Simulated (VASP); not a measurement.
Ca2B5:

```
Ca B
1.0
     4.53117    0.00000    0.00000
    -2.26559    3.92411    0.00000
     0.00000    0.00000    4.56280
Ca B
2 5
Direct
  0.33333 0.66667 0.00000
  0.66667 0.33333 0.00000
  0.50000 0.00000 0.50000
  0.00000 0.50000 0.50000
  0.50000 0.50000 0.50000
  0.33333 0.66667 0.50000
  0.66667 0.33333 0.50000
```

The cell was built by a generator and needn't be a form met in nature.

The cell isn't the ideal one: random cell by space group and Wyckoff sites (P6/mmm, No. 191).

```yaml
Program: VASP 6.6.1
Task: relaxation of cell and atoms
Functional: PBE
Potentials_or_basis: VASP PAW PBE potentials, release 64 (Ca_sv, B)
Cutoff: 600 eV
k_mesh: 6 × 6 × 4
Occupations: gaussian, width 0.1 eV
Spin: no spin polarisation
```

At the start: pressure 81.8 GPa; volume 11.59 Å³/atom.

Problem. How do energy, volume and symmetry change on relaxing?

Solution. Over 17 steps the energy falls by 1602.6 meV/atom and the volume is 19.73 Å³/atom (+70.2 %); space group P6/mmm (No. 191, to 0.05 Å).

The path:
| step | energy change (eV) | largest force (eV/Å) | pressure (GPa) | volume (Å³) |
| --- | --- | --- | --- | --- |
| 1 | 0.0000 | 0.0000 | 81.76 | 81.13 |
| 2 | 109.1060 | 0.0000 | 33.02 | 170.13 |
| 3 | 145.3014 | 0.0000 | 13.65 | 416.64 |
| 4 | 157.4070 | 0.0000 | -26.46 | 1412.49 |
| 5 | 11.9316 | 0.0000 | -9.38 | 474.25 |
| 6 | 9.5078 | 0.0000 | -9.11 | 443.00 |
| 7 | 8.6799 | 0.0000 | -9.01 | 429.54 |
| 8 | -6.6650 | 0.0000 | -11.46 | 200.76 |
| 9 | -10.1693 | 0.0000 | 7.48 | 126.94 |
| 10 | -10.2400 | 0.0000 | -0.18 | 141.01 |
| 11 | -10.2861 | 0.0000 | 1.73 | 136.87 |
| 12 | -9.7814 | 0.0000 | 13.01 | 120.17 |
| 13 | -11.1011 | 0.0000 | 4.06 | 130.28 |
| 14 | -11.1018 | 0.0000 | 4.29 | 129.87 |
| 15 | -11.1911 | 0.0000 | -1.88 | 142.67 |
| 16 | -11.2163 | 0.0000 | -0.10 | 138.37 |
| 17 | -11.2183 | 0.0000 | 0.05 | 138.10 |

Final structure:
```
Ca B
1.0
     5.65982    0.00000    0.00000
    -2.82991    4.90155    0.00000
     0.00000    0.00000    4.97807
Ca B
2 5
Direct
  0.33333 0.66667 0.00000
  0.66667 0.33333 0.00000
  0.50000 0.00000 0.50000
  0.00000 0.50000 0.50000
  0.50000 0.50000 0.50000
  0.33333 0.66667 0.50000
  0.66667 0.33333 0.50000
```

Caveat: the volume moved by over 15 % at a fixed basis, so the end points are rough.
